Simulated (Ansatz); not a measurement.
The cell is COD entry 9008680, as deposited and not checked against the literature; nothing was relaxed.

NaH: DFT, PBE, PAW with Ansatz's default frozen-core files, scalar-relativistic (Ansatz 0.2.0).

Command: `ansatz run input.yaml --threads 1 --pin off --max-ram 2048MiB --backend cpu --events-out ev --progress --plain --runs-dir out` The run took 11 s on 1 thread of Arm Neoverse V1, with other jobs on the host, peak memory 0.28 GiB.

```yaml
crystal:
  lattice:
    - [0.0, 2.44, 2.44]
    - [2.44, 0.0, 2.44]
    - [2.44, 2.44, 0.0]
  atoms:
    - { symbol: Na, position: [0.0, 0.0, 0.0] }
    - { symbol: H, position: [0.5, 0.5, 0.5] }
kpoints:
  mp_grid: { grid: [9, 9, 9] }
  band_path:
    path:
      - [0.0, 0.0, 0.0]
      - [0.5, 0.0, 0.5]
      - [0.625, 0.25, 0.625]
      - [0.375, 0.375, 0.75]
      - [0.0, 0.0, 0.0]
      - [0.5, 0.5, 0.5]
      - [0.5, 0.25, 0.75]
      - [0.5, 0.0, 0.5]
    npoints: 14
scf:
  occupations: { method: fermi_dirac, width: 0.03 }
hamiltonian:
  xc: pbe
  pseudopotentials: { kind: paw }
output:
  forces: true
  stress: true
  eigenvalues: true
  efg: { contact_densities: true }
  populations: true
  bader: true
  dos: { projected: true, de: 0.2, e_range: [-14, 8] }
  write_density: true
  write_potential: true
  elf: true
  volumetric_format: npy
```

Output:

```
Engine: ansatz 0.2.0
Pseudopotentials: kind: paw
Pseudopotential: Na, paw, valence charge 9, recommended cutoff 420 eV (normal)
Pseudopotential: H, paw, valence charge 1, recommended cutoff 420 eV (normal)
Functional definition: PBE
  parameter kappa = 0.804
  parameter beta = 0.06672455060314922
  exchange = pbe_x(kappa = kappa, mu = beta*pi^2/3)
  correlation = pbe_c(beta = beta)
Crystal: 2 atoms, lattice volume = 29.054 Å³
Basis set: ecut = 420 eV, 537 PW (Γ), exchange–correlation on 48×48×48 points (8 copies of the dense FFT grid, shifted against one another)
Bands: 9, of which v1, the nominal top of the filled ones, is band 5 counted from 1 (4 counted from 0)
Symmetry: 48 space group operations
Space group: Fm-3m (ITA 225), of the structure as read, at distance tolerance 3.1e-5 Å
k-points: 35 of 729
Non-local potential: Na, projectors of the file, l = 0: 3, l = 1: 2, l = 2: 1
Non-local potential: H, projectors of the file, l = 0: 2, l = 1: 1
PAW form: soft (Blöchl's): semilocal exchange-correlation on the pseudo side does not see the compensation charge
PAW one-centre angular grid: Na, 110 points (default); XC on 64 Gauss nodes
PAW one-centre angular grid: H, 110 points (default); XC on 64 Gauss nodes
Initial density: superposition of atomic densities (neutral atoms: chi_scale 0, normalization atom), corrected by the library's trained network
Initial wavefunctions: pseudopotential atomic-orbital guess
Functional: x = pbe(κ = 0.804, μ = 0.2195149727645171), c = pbe(β = 0.06672455060314922)
SCF iter   1: F=—  HF=-1502.678938 eV  |F-HF|=—  |Δ(HF+E_count)|=         —  Δρ=4.34e-4  dr2=3.79e-5  ethr=1.77e-3  ⟨swp⟩=5.8  Hψ=2124  notcnv=0
preconditioner: auto → none  [insulator: Δε(μ)=4.000 eV  Ē_g=10.924 eV  σ=0.030 eV  W_gap=1.00  n_scr=8 (ndim 8)  ℏωp=9.7 eV  f_vac=0.000  D(μ)=0.00/eV (n_scr^D=0)  ε∞_Penn≈1.8]
SCF iter   2: F=—  HF=-1502.678759 eV  |F-HF|=—  |Δ(HF+E_count)|=   1.78e-4  Δρ=3.37e-4  dr2=2.59e-5  ethr=3.79e-7  ⟨swp⟩=2.4  Hψ=819  notcnv=0
SCF iter   3: F=—  HF=-1502.678785 eV  |F-HF|=—  |Δ(HF+E_count)|=   2.53e-5  Δρ=7.76e-5  dr2=7.85e-7  ethr=2.59e-7  ⟨swp⟩=2.0  Hψ=350  notcnv=0
SCF iter   4: F=—  HF=-1502.678787 eV  |F-HF|=—  |Δ(HF+E_count)|=   2.51e-6  Δρ=2.86e-5  dr2=1.14e-7  ethr=7.85e-9  ⟨swp⟩=2.0  Hψ=350  notcnv=0
iter 5 did not close the SCF: its close was put off for the readings that it lacked (scf_convergence_deferred on its scf_iter line)
SCF iter   5: F=-1502.678788 eV  HF=-1502.678788 eV  |F-HF|=3.19e-10  |Δ(HF+E_count)|=   3.80e-7  Δρ=2.06e-6  dr2=9.02e-10  ethr=1.14e-9  ⟨swp⟩=2.0  Hψ=353  notcnv=0
SCF iter   6: F=-1502.678788 eV  HF=-1502.678788 eV  |F-HF|=2.92e-10  |Δ(HF+E_count)|=  3.47e-10  Δρ=1.41e-6  dr2=5.05e-10  ethr=9.02e-12  ⟨swp⟩=4.0  Hψ=1321  notcnv=0
SCF 1 converged in 6 iterations: F = -1502.678788 eV  dr2 = 5.05e-10
  greatest PAW one-centre occupation: 0.999 electrons in one spin orbital (limit 2), on the Na atom at site 0 (counted from 0), in its partial waves of l = 0
NSCF: frozen V_eff on 99 k-points
SCF converged after 6 iterations
Free energy (F): -1502.678788 eV
Harris-Foulkes:  -1502.678788 eV  (|F-HF|=2.92e-10)
Internal energy: -1502.678788 eV  (E = F + TS)
E sigma→0 (E₀):  -1502.678788 eV
Fermi energy:    2.623631 eV
--- Per-component energies (eV) ---
  E_band       = -229.076268
  E_kinetic    = 133.971621
  E_local      = -1338.351311  (includes V_loc(G=0)·N_el)
  E_nonlocal   = 116.498929
  E_hartree    = 480.475356
  E_xc         = -48.092773
  E_vxc        = -61.851511  (∫ρ·V_xc dr)
  E_paw        = -263.560168  (= ΣΔE_a)
  E_vpaw       = -40.293446  (= ΣTr[D̂ρ^β])
  E_aug_tail   = -0.001215  (compensation charges beyond the density's cutoff)
  E_ewald      = -583.619228
  E_smearing   = -0.000000  (= −TS)
  E_closure    = -0.000000  (closes the sum)
  Σ components = -1502.678788   (vs F -1502.678788, Δ=0.00e0)
--- Forces (eV/Å), atoms counted from 1 ---
  atom   1  Na    -0.00000000     0.00000000     0.00000000
  atom   2  H      0.00000000    -0.00000000    -0.00000000
  max |Σ_I F_I| component: 1.18e-30 eV/Å
--- Stress (GPa, compression-positive) ---
       -0.653271       0.000000       0.000000
        0.000000      -0.653271      -0.000000
       -0.000000       0.000000      -0.653271
  P = ⅓ Tr σ = -0.6533 GPa (-6.533 kbar)
--- PAW observables at the nuclei: V_zz in 10²¹ V/m², potentials from the cell's mean, atoms counted from 1 ---
  atom   1  Na V_zz =    -0.000000   η = 0.0000   by run symmetry: forbidden
            electrostatic potential = -973.133917 V   contact ρ = 5904.875341 e/Å³
  atom   2  H  V_zz =    +0.000000   η = 0.0000   by run symmetry: forbidden
            electrostatic potential = -37.620855 V   contact ρ = 2.679886 e/Å³
--- Band table (eV; the first three rows and the last of 35) ---
  k-point 0: bands = ["-49.5965", "-21.4787", "-21.4787", "-21.4787", "-2.8496", "10.8463", "16.0605", "16.0605", "16.0605"]
  k-point 1: bands = ["-49.5958", "-21.4887", "-21.4799", "-21.4799", "-2.6432", "10.1800", "13.7292", "15.3453", "15.3453"]
  k-point 2: bands = ["-49.5941", "-21.5139", "-21.4830", "-21.4830", "-2.0481", "8.3191", "12.2221", "14.6155", "14.6155"]
  k-point 34: bands = ["-49.5889", "-21.5363", "-21.5257", "-21.5067", "0.5868", "6.2460", "7.0248", "9.2781", "16.4330"]
--- Löwdin populations: 2 sites ---
  site symbol       q [e]
     0     Na      8.4106
     1      H      1.5663
  spilling = 0.002310 (of n_electrons = 10.000000)
--- Bader charges: 2 sites ---
  site symbol  charge [e]  shift [e]
     0     Na      0.8077     0.0000
     1      H     -0.8077     0.0000
  estimated error of the sums over rays = 8.1e-5 e
```

populations.tsv:

```
# site	symbol	l	j	q
# orbitals = lowdin
# n_electrons = 10.000000
# spilling = 0.002310
0	Na	0_2S	-	1.988443
0	Na	0_3S	-	0.423118
0	Na	1_2P	-	5.999075
1	H	0_1S	-	1.566259
```

bader_charges.tsv:

```
# site	symbol	x_ang	y_ang	z_ang	partial_charge_e	electrons	volume_ang3	relative_density_drop	shared_charge_e	partial_wave_shift_e
# quadrature_error_electrons = 8.1e-5
0	Na	0.0000	0.0000	0.0000	0.80770	10.19230	10.42	-	0.80770	0.00004
1	H	2.4400	2.4400	2.4400	-0.80770	1.80770	18.64	-	-0.80770	0.00004
```
